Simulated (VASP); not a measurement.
Wanted: the native input for a VASP 6.6.1 run.

| Item | Value |
| --- | --- |
| Task | dielectric tensor |
| Functional | LDA |
| Potentials or basis | VASP PAW LDA potentials, release 64 (Se) |
| Cutoff | 600 eV |
| k mesh | 12 × 12 × 9 |
| Occupations | gaussian, width 0.03 eV |
| Spin | no spin polarisation |
| Monkhorst-Pack mesh | no |
| Further INCAR settings | ALGO = Normal; EDIFF = 1e-08 |

The structure of Se lies in POSCAR:

```
Se                                      
1.0
    3.9456385284      0.0000000000      0.0000000000
   -1.9728192643      3.4170231997      0.0000000000
   -0.0000000000     -0.0000000000      5.1257208631
  Se            
     3
Direct
     0.2562394946810160    0.0000000000000000    0.3333333332999970
     0.0000000000000000    0.2562394946810160    0.6666666667000030
     0.7437605053189841    0.7437605053189841    0.0000000000000000
```

The input as run:

INCAR

```
PREC = Accurate ; ENCUT = 600
EDIFF = 1E-8 ; ISMEAR = 0
SIGMA = 0.03 ; LREAL = F
LASPH = T ; NELM = 80
ALGO = Normal ; ISIF = 2
LWAVE = F ; LCHARG = F
GGA = CA ; LEPSILON = T
KPAR = 2
```

KPOINTS

```
Automatic mesh
0
Gamma
  12 12 9
```

Potentials or basis: VASP PAW LDA potentials, release 64 (Se).

Run with:

```sh
$ cat potpaw_LDA.64/Se/POTCAR > POTCAR
$ mpirun -np 2 vasp_std > vasp.out
```

It gave:

```yaml
Band_gap_on_the_k_mesh: 0.44 eV, direct
Electronic_dielectric_tensor_diagonal: 28.87, 28.87, 39.72
Born_charges_mean_of_the_diagonal: Se +0.00 e
```

Caveat: the gap is small at this level, which inflates the dielectric constant; an odd mesh through Γ misses points on the zone boundary, where band edges often lie.

Wall time 11 min on 2 MPI ranks on AMD EPYC 9R14 (Zen 4), with other jobs on the host, peak memory 1.4 GiB a rank.
